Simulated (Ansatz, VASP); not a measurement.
**TaN: VASP beside Ansatz**

INCAR

```
PREC = Accurate
ENCUT = 520
EDIFF = 1E-7
ISMEAR = 0
SIGMA = 0.15
LREAL = False
LASPH = True
NELM = 60
ALGO = Normal
ISIF = 2
LWAVE = False
LCHARG = False
GGA = PS
NBANDS = 15
```

File KPOINTS:

```
regular mesh
0
Gamma
  18 18 18
```

File POSCAR:

```
TaN
1.0
    0.0000000000      2.2661600000      2.1790000000
    2.2661600000      0.0000000000      2.1790000000
    2.2661600000      2.2661600000      0.0000000000
Ta N
1 1
Direct
    0.5000000000      0.5000000000      0.5000000000
    0.0000000000      0.0000000000      0.0000000000
```

Input for Ansatz:

```yaml
crystal:
  lattice:
    - [0.0, 2.26616, 2.179]
    - [2.26616, 0.0, 2.179]
    - [2.26616, 2.26616, 0.0]
  atoms:
    - { symbol: Ta, position: [0.5, 0.5, 0.5] }
    - { symbol: "N", position: [0.0, 0.0, 0.0] }
basis:
  ecutwfc: 420
kpoints:
  mp_grid: { grid: [18, 18, 18] }
hamiltonian:
  xc: pbesol
scf:
  occupations: { method: gaussian, width: 0.15 }
output:
  forces: true
  stress: true
  eigenvalues: true
```

Change from the starting cell: strain +0.0400 x Voigt [1, 1, 0, 0, 0, 0], atoms carried along.

Alike in both runs: task single point; functional PBEsol; k mesh 18 × 18 × 18; occupations gaussian, width 0.15 eV; no spin polarisation.

```csv
,VASP,Ansatz
version,VASP 6.6.1,Ansatz 0.2.0
potentials or method,"VASP PAW PBE potentials, release 64 (Ta_pv, N)","scalar-relativistic, plane waves, PAW"
plane-wave cutoff (eV),520,420
valence electrons in the cell,16,18
```

Ansatz gave:

| Property | Result |
| --- | --- |
| gap on the k mesh at the Fermi level (eV) | none |
| pressure (GPa) | -19.3 |
| largest component of the traceless stress (GPa) | 12.70 |

Problem. What did VASP give for the same quantities?

Solution. gap on the k mesh at the Fermi level (eV): none; pressure (GPa): -18.6; largest component of the traceless stress (GPa): 12.81.

A gap of «none» marks a metal or a gap that the smearing closes. The two sets of potentials don't hold the same shells in valence.

Caveats: so large a pressure means that the cell lies far from this level's equilibrium, or that cutoff or potentials fall short (VASP); the potentials were made for another functional, which shifts forces and pressure (VASP). Spin-orbit coupling is left out, which matters for the levels of Ta.
